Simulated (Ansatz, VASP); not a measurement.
## One calculation of O2, two programs

```
O
1.0
    10.00000    0.00000    0.00000
     0.00000   10.50000    0.00000
     0.00000    0.00000   11.00000
O
2
Cartesian
  5.0000 5.2500 4.8904
  5.0000 5.2500 6.1096
```

Alike in both runs: functional PBE; dispersion D3(BJ); k mesh 1 × 1 × 1; occupations gaussian, width 0.01 eV; collinear spin.

Ansatz relaxed the structure, and its values are those at the end. VASP's run is a single point on that final structure, the one shown.

|  | VASP | Ansatz |
| --- | --- | --- |
| version | VASP 6.6.1 | Ansatz 0.2.0 |
| potentials or method | VASP PAW PBE potentials, release 64 (O) | scalar-relativistic, plane waves, PAW |
| plane-wave cutoff (eV) | 520 | 420 |
| valence electrons in the cell | 12 | 12 |

VASP gave:

```
gap on the k mesh at the Fermi level (eV)                     : 2.31
least direct gap on the mesh (eV)                             : 2.31
rms of the force components (eV/Å)                            : 0.618
net moment per atom (μB)                                      : 1.00
size of the moment on the site where the two differ most (μB) : 0.81
```

Q: Estimate Ansatz's values.

A: gap on the k mesh at the Fermi level (eV): 2.28; least direct gap on the mesh (eV): 2.28; rms of the force components (eV/Å): 0.002; net moment per atom (μB): 1.00; size of the moment on the site where the two differ most (μB): 0.56.

Site moments also hang on the region over which each program counts them. One of these differences is far larger than is usual between the two programs; its cause wasn't traced. Ansatz warned: «stress_scf_threshold_loose».

Caveats: the standard files for N, O and F lose accuracy on very short bonds. As with any semilocal functional, this PBE gap is likely too small.
